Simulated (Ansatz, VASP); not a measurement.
## Two plane-wave programs on Al

Contents of INCAR:

```
SYSTEM = Al
PREC = Accurate ; ENCUT = 520
EDIFF = 1E-6 ; ISMEAR = -1
SIGMA = 0.1 ; LREAL = .FALSE.
LASPH = .TRUE. ; NELM = 80
ALGO = Normal ; ISIF = 2
LWAVE = .FALSE. ; LCHARG = .FALSE.
GGA = B5 ; ALDAX = 1.0
AGGAX = 1.0 ; AGGAC = 1.0
ALDAC = 0.0 ; NBANDS = 8
```

Contents of KPOINTS:

```
regular mesh
0
G
  15 15 15
  0 0 0
```

POSCAR

```
Al
1.0
   -1.6997878092      1.6997878092      1.6997878092
    1.6997878092     -1.6997878092      1.6997878092
    1.6997878092      1.6997878092     -1.6997878092
Al
1
Direct
    0.0000000000      0.0000000000      0.0000000000
```

Input for Ansatz:

```yaml
crystal:
  lattice:
    - [-1.6997878092, 1.6997878092, 1.6997878092]
    - [1.6997878092, -1.6997878092, 1.6997878092]
    - [1.6997878092, 1.6997878092, -1.6997878092]
  atoms:
    - { symbol: Al, position: [0.0, 0.0, 0.0] }
hamiltonian:
  xc: blyp
  pseudopotentials:
    kind: paw
    azcp:
      Al: "pseudopotentials/Al.paw.azcp"
basis:
  ecutwfc: 420
  fft_grid_basis: typed
kpoints:
  mp_grid: { grid: [15, 15, 15], shift: [0, 0, 0] }
magnetization:
  spin_polarized: false
scf:
  occupations: { method: fermi_dirac, width: 0.1 }
  lower_state_search: "off"
output:
  stress: true
  write_density: true
  write_potential: true
  elf: true
  volumetric_format: npy
```

Alike in both runs: task single point; functional BLYP; k mesh 15 × 15 × 15; occupations fermi-dirac, width 0.1 eV; no spin polarisation.

```csv
,VASP,Ansatz
version,VASP 6.6.1,Ansatz 0.2.0
potentials or method,"VASP PAW PBE potentials, release 64 (Al)","plane waves (420 eV) with PAW, scalar-relativistic"
plane-wave cutoff (eV),520,420
valence electrons in the cell,3,3
```

|  | VASP | Ansatz | Ansatz less VASP |
| --- | --- | --- | --- |
| pressure (GPa) | -3.0 | -3.0 | -0.06 |

Caveats: the PAW data sets were made with another functional, which shifts forces and pressure a little (VASP).
